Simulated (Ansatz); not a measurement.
The system is TiO2.

```
Ti O
1.0
     1.49733    0.86448    6.98154
    -1.49733    0.86448    6.98154
     0.00000   -1.72897    6.98154
Ti O
1 2
Cartesian
  0.0000 0.0000 0.0000
  0.0000 0.0000 7.9492
  0.0000 0.0000 12.9955
```

Measurements of this composition are mostly on another form, of space group No. 141.

```yaml
Program: Ansatz 0.2.0
Task: relaxation of cell and atoms
Functional: PBE0
Potentials_or_basis: Ansatz PAW
Cutoff: "420 eV (not typed: the program's choice for these potentials)"
k_mesh: 6 × 6 × 6
Occupations: fermi-dirac, width 0.05 eV
Spin: no spin polarisation
```

At the start: volume 18.07 Å³/atom.

Question: Where does the relaxation end?

Answer: It ends after 7 steps and the volume is 17.70 Å³/atom (-2.1 %); space group R-3m (No. 166, to 0.05 Å).

The path:
| step | energy change (eV) | largest force (eV/Å) | volume (Å³) |
| --- | --- | --- | --- |
| 1 | 0.0000 | 0.7264 | 54.22 |
| 2 | -0.0338 | 0.1549 | 53.56 |
| 3 | -0.0375 | 0.0031 | 53.10 |
| 4 | -0.0373 | 0.0040 | 53.21 |
| 5 | -0.0356 | 0.0038 | 53.21 |
| 6 | -0.0359 | 0.0002 | 53.11 |
| 7 | -0.0357 | 0.0001 | 53.11 |

Final structure:
```cif
data_structure
_symmetry_space_group_name_H-M 'P 1'
_symmetry_Int_Tables_number 1
_cell_length_a 7.1801
_cell_length_b 7.1801
_cell_length_c 7.1801
_cell_angle_alpha 23.836
_cell_angle_beta 23.836
_cell_angle_gamma 23.836
_cell_volume 53.11
loop_
_atom_site_label
_atom_site_type_symbol
_atom_site_fract_x
_atom_site_fract_y
_atom_site_fract_z
_atom_site_occupancy
Ti1 Ti 0.00000 0.00000 0.00000 1
O1 O 0.37851 0.37851 0.37851 1
O2 O 0.62149 0.62149 0.62149 1
```

Caveat: the plane-wave basis is chosen anew once the cell has moved, so the energies of steps on either side of that aren't comparable; the pressure holds a Pulay correction of +0.3 GPa for the finite cutoff; the PAW data sets come from PBE, with cores solved anew for the run's functional, which leaves a small shift of forces and pressure.
